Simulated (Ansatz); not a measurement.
A plane-wave DFT run in Ansatz 0.2.0 (scalar-relativistic PAW potentials unless the input names others): input and command.

```yaml
crystal:
  lattice:
    - [0.0, 1.5832322553, 2.3748483829]
    - [1.5832322553, 0.0, 2.3748483829]
    - [1.5832322553, 1.5832322553, 0.0]
  atoms:
    - { symbol: B, position: [0.0, 0.0, 0.0] }
    - { symbol: "N", position: [0.75, 0.75, 0.75] }
basis:
  ecutwfc: 420
kpoints:
  mp_grid: { grid: [12, 11, 13] }
hamiltonian:
  xc: pbe
scf:
  occupations: { method: gaussian, width: 0.05 }
  max_iter: 80
output:
  forces: true
  eigenvalues: true
  stress: true
```

```bash
ansatz run input.yaml --threads 1 --pin off --max-ram 2560MiB --backend cpu --events-out ev --progress --plain --runs-dir out
```

Abridged log:
```
Warning: crystal.symmetry: narrowed to the stabiliser of the k-point mesh — unitary ops 8 → 1; excluded 7 operations that carry a point of the 12×11×13 mesh (shift [0, 0, 0]) off the mesh (the run samples exactly the mesh kpoints.mp_grid names, as under crystal.symmetry.detect: false, and its converged state has the mesh's symmetry, not the crystal's; ε∞, the Born charges and the force constants of a linear response (`dielectric:` by the response, `phonons.method: dfpt`) are averaged over those of the crystal's operations that the state keeps within a tolerance, where `mesh_tensors`, `unaverag ...
Pseudopotentials: kind: paw
Pseudopotential: B, paw, valence charge 3, recommended cutoff 420 eV (normal)
Pseudopotential: N, paw, valence charge 5, recommended cutoff 420 eV (normal)
Functional definition: PBE
Crystal: 2 atoms, lattice volume = 11.906 Å³
Basis set: ecut = 420 eV, 235 PW (Γ), exchange–correlation on 40×40×30 points (8 copies of the dense FFT grid, shifted against one another)
Bands: 8, of which v1, the nominal top of the filled ones, is band 4 counted from 1 (3 counted from 0)
Symmetry: 1 space group operations
k-points: 859 of 1716 (time reversal used)
Initial density: superposition of atomic densities (neutral atoms: chi_scale 0, normalization atom), corrected by the library's trained network
Initial wavefunctions: pseudopotential atomic-orbital guess
Functional: x = pbe(κ = 0.804, μ = 0.21951497), c = pbe(β = 0.06672455)
SCF iter   1: F=—  HF=-538.941046 eV  |F-HF|=—  |Δ(HF+E_count)|=         —  Δρ=2.25e-2  dr2=6.21e-2  ethr=1.77e-3  ⟨swp⟩=4.3  Hψ=43506  notcnv=0
SCF iter   2: F=—  HF=-538.925704 eV  |F-HF|=—  |Δ(HF+E_count)|=   1.53e-2  Δρ=7.60e-3  dr2=7.13e-3  ethr=7.76e-4  ⟨swp⟩=2.0  Hψ=16463  notcnv=0
SCF iter   3: F=—  HF=-538.924280 eV  |F-HF|=—  |Δ(HF+E_count)|=   1.42e-3  Δρ=1.18e-3  dr2=5.51e-5  ethr=8.91e-5  ⟨swp⟩=2.9  Hψ=12737  notcnv=0
SCF iter   4: F=—  HF=-538.924311 eV  |F-HF|=—  |Δ(HF+E_count)|=   3.14e-5  Δρ=1.45e-4  dr2=2.33e-6  ethr=6.88e-7  ⟨swp⟩=2.1  Hψ=9653  notcnv=0
SCF iter   5: F=-538.924311 eV  HF=-538.924311 eV  |F-HF|=1.99e-10  |Δ(HF+E_count)|=   3.75e-7  Δρ=9.09e-6  dr2=4.66e-9  ethr=2.91e-8  ⟨swp⟩=2.1  Hψ=9908  notcnv=0
SCF iter   6: F=-538.924311 eV  HF=-538.924311 eV  |F-HF|=1.53e-11  |Δ(HF+E_count)|=   2.48e-9  Δρ=1.71e-6  dr2=1.93e-10  ethr=5.82e-11  ⟨swp⟩=1.2  Hψ=20972  notcnv=0
SCF 1 converged in 6 iterations: F = -538.924311 eV  dr2 = 1.93e-10
SCF converged after 6 iterations
Free energy (F): -538.924311 eV
Harris-Foulkes:  -538.924311 eV  (|F-HF|=1.53e-11)
Internal energy: -538.924150 eV  (E = F + TS)
E sigma→0 (E₀):  -538.924230 eV
Entropy (-TS):   -0.000161 eV (-0.081 meV/atom)
Fermi energy:    14.071040 eV
--- Forces (eV/Å), atoms counted from 1 ---
  atom   1  B      0.00224554     0.00493357     0.00047677
  atom   2  N     -0.00224335    -0.00493357    -0.00049230
--- Stress (GPa, compression-positive) ---
      130.423402      -0.109341       0.231558
       -0.109341     130.416697       0.106876
        0.231558       0.106876    -236.494724
  P = ⅓ Tr σ = 8.1151 GPa (81.151 kbar)
```

One setting here is unusual or wrong in general: a mesh that breaks the symmetry (kpoints.mp_grid.grid: [12, 12, 12] → [12, 11, 13]). For this cell it did little harm to the result: the run converged in 6 SCF iterations (reference: 6) with an energy at zero smearing 0.07 meV/atom above the reference's, pressure 8.12 GPa, largest force 0.005 eV/Å, no gap on the mesh. The program drops the symmetry operations that the mesh breaks, which leaves more k-points to solve, 859 here. The stress tensor, though, breaks the crystal's symmetry by up to 0.23 GPa, which comes from the mesh. A reference run from the same start on usual settings converged with pressure 8.12 GPa, largest force 0.000 eV/Å, no gap on the mesh.

Time: 7 s on 1 thread of Arm Neoverse V2, with other jobs on the host, peak memory 0.4 GiB.